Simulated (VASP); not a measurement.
Write the native input for VASP 6.6.1 that does the following.

| Item | Value |
| --- | --- |
| Task | relaxation of cell and atoms |
| Functional | r2SCAN |
| Dispersion | rVV10 |
| Potentials or basis | VASP PAW PBE potentials, release 64 (B, N) |
| Cutoff | 600 eV |
| k mesh | 15 × 15 × 1 |
| Occupations | gaussian, width 0.03 eV |
| Spin | no spin polarisation |
| Further INCAR settings | ALGO = Normal; EDIFF = 1e-07; IBRION = 2; EDIFFG = -0.005; NSW = 90; ISIF = 3 |

The structure of BN lies in POSCAR:

```
BN                                      
1.0
    2.5017586099      0.0000000000      0.0000000000
   -1.2508793049      2.1665865055      0.0000000000
    0.0000000000      0.0000000000     21.3178500000
  B               N             
     2     2
Direct
     0.6666666699999979    0.3333333300000021    0.4222462989520275
     0.3333333300000021    0.6666666699999979    0.5777537010479725
     0.3333333300000021    0.6666666699999979    0.4221331704201849
     0.6666666699999979    0.3333333300000021    0.5778668295798149
```

One way to write it, as run:

INCAR

```
SYSTEM = BN
ALGO     = Normal         ! electronic algorithm
BPARAM   = 11.95        
CPARAM   = 0.0093       
EDIFF    = 1E-7           ! SCF threshold, eV
EDIFFG   = -0.005         ! ionic threshold
ENCUT    = 600            ! plane-wave cutoff, eV
IBRION   = 2              ! ionic algorithm
ISIF     = 3              ! what is computed and relaxed
ISMEAR   = 0              ! smearing method
IVDW_NL  = 2            
KPAR     = 2            
LASPH    = .TRUE.         ! aspherical terms in the spheres
LATTICE_CONSTRAINTS= .TRUE. .TRUE. .FALSE.
LCHARG   = .FALSE.        ! write CHGCAR
LMIXTAU  = .TRUE.       
LREAL    = .FALSE.        ! projectors in reciprocal space
LUSE_VDW = .TRUE.       
LWAVE    = .FALSE.        ! write WAVECAR
METAGGA  = R2SCAN         ! meta-GGA
NELM     = 120            ! most SCF steps
NSW      = 90             ! ionic steps
PREC     = Accurate       ! precision mode
SIGMA    = 0.03           ! smearing width, eV
```

KPOINTS

```
k-points
0
G
  15 15 1
  0 0 0
```

Potentials or basis: VASP PAW PBE potentials, release 64 (B, N).

Launch:

```bash
$ cat potpaw_PBE.64/B/POTCAR potpaw_PBE.64/N/POTCAR > POTCAR
$ mpirun -np 2 vasp_std > vasp.out
```

It gave:

- Energy gained by relaxing: 0.0 meV/atom
- Ionic steps: 4
- Largest force after relaxing: 0.004 eV/Å
- Band gap on the k mesh: 5.14 eV, indirect (least direct gap 5.46 eV)

Caveat: the PAW data sets were made with another functional, which shifts forces and pressure a little.

Wall time 11 min on 2 MPI ranks on AMD EPYC 9R45 96-Core Processor (Zen 5), with other jobs on the host, peak memory 0.53 GiB a rank.
